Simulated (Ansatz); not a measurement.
# TaC: the cost of one run

Computed with Ansatz 0.2.0 (DFT PBE, scalar-relativistic, plane waves, PAW, unless a step's input says otherwise).

4 further runs of the same task are left out: 3 that didn't finish, 1 set aside as unsound or not needed.

## (1) The system as given

Symmetry: Fm-3m, No. 225, cubic system. Conventional cell: a = 4.476 Å, b = 4.476 Å, c = 4.476 Å, α = 90.00°, β = 90.00°, γ = 90.00°. Ta (site symmetry m-3m) is surrounded by 6 C at 2.24 Å. Around C (site symmetry m-3m) lie 6 Ta at 2.24 Å.

As a file:

```
Ta C
1.0
     0.00000    2.23777    2.23777
     2.23777    0.00000    2.23777
     2.23777    2.23777    0.00000
Ta C
1 1
Cartesian
  2.2378 2.2378 2.2378
  0.0000 0.0000 0.0000
```

The cell was relaxed beforehand at this level, from a generated guess; it needn't be the stable form of this composition. At a tolerance of 0.05 Å it has space group Fm-3m (No. 225); it has 11.21 Å³/atom, an uncorrected energy of -0.60 eV/atom over the elements.

## (2) Static run: bands, density of states and charges

File input.yaml:

```yaml
crystal:
  lattice:
    - [0.0, 2.2377703652, 2.2377703652]
    - [2.2377703652, 0.0, 2.2377703652]
    - [2.2377703652, 2.2377703652, 0.0]
  atoms:
    - { symbol: Ta, position: [0.5, 0.5, 0.5] }
    - { symbol: C, position: [0.0, 0.0, 0.0] }
basis:
  ecutwfc: 420
kpoints:
  mp_grid: { grid: [22, 22, 22] }
  band_path:
    path:
      - [[0.0, 0.0, 0.0], [0.5, 0.0, 0.5], [0.625, 0.25, 0.625]]
      - [[0.375, 0.375, 0.75], [0.0, 0.0, 0.0], [0.5, 0.5, 0.5], [0.5, 0.25, 0.75], [0.5, 0.0, 0.5]]
    npoints: 14
hamiltonian:
  xc: pbe
scf:
  occupations: { method: gaussian, width: 0.1 }
  n_extra_bands: 6
output:
  forces: true
  stress: true
  eigenvalues: true
  populations: true
  dos: { projected: true, de: 0.02, nscf_kmesh: { grid: [27, 27, 27] } }
  bader: true
  write_density: true
  write_potential: true
  elf: true
  volumetric_format: npy
```

On the command line:

```bash
$ ansatz run input.yaml --threads 1 --pin off --max-ram 2560MiB --backend cpu --events-out ev --progress --plain --runs-dir out
```

What time and memory should one allow on 1 thread of Arm Neoverse V1, shared host?

About 32 s, with a peak of 0.38 GiB.
